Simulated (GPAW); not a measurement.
Re:

```
CELL_PARAMETERS angstrom
2.76080 0.00000 0.00000
-1.38040 2.39092 0.00000
0.00000 0.00000 4.45820
ATOMIC_POSITIONS crystal
Re 0.66667 0.33333 0.75000
Re 0.33333 0.66667 0.25000
```

Base run:

```yaml
Program: GPAW 26.7.0
Functional: PBE
Potentials_or_basis: GPAW PAW data sets (gpaw-data 1.2.1)
Cutoff: 600 eV
Basis: pw
k_mesh: 11 × 11 × 6
Occupations: fermi-dirac, width 0.05 eV
Spin: no spin polarisation
```

Its results: pressure 5.4 GPa.

Task: The run is repeated on the same cell with these changes: k mesh from 11 × 11 × 6 to 8 × 8 × 4; hubbard terms from none to Re d U = 4 eV. What comes out?

Result: Pressure 2.1 GPa.

Several settings changed at once, so the effect can't be laid on one alone.

Caveats: U without spin polarisation on a metal has little footing (some runs); the U is typed as a test and isn't derived for this compound (some runs).

Not every run made on this cell is shown here.
